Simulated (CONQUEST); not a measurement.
Sr:

```
Sr
1.0
     4.30253    0.00000    0.00000
     0.00000    4.30253    0.00000
     0.00000    0.00000    6.08470
Sr
2
Cartesian
  0.0000 0.0000 0.0000
  2.1513 2.1513 3.0423
```

Base run:

```yaml
Program: CONQUEST 1.3
Functional: PBE
Potentials_or_basis: PseudoDojo NC PBE, DZ, grid cutoff 120 Ha
k_mesh: 6 × 6 × 5
Occupations: fermi-dirac, width 0.05 eV
Spin: no spin polarisation
```

Its results: band gap on the k mesh 12.70 eV; pressure 2.6 GPa.

Q: The run is repeated on the same cell with these changes: potentials or basis from PseudoDojo NC PBE, DZ, grid cutoff 120 Ha to PseudoDojo NC PBE, SZP, grid cutoff 120 Ha. What comes out?

A: Band gap on the k mesh none (metal or under the smearing width); pressure -0.1 GPa.

Caveats: the atomic basis is small; the basis of atomic orbitals isn't converged, which shifts pressures, moduli and gaps; the real-space grid breaks the cell's symmetry a little; an odd mesh through Γ misses points on the zone boundary, where band edges often lie (some runs).
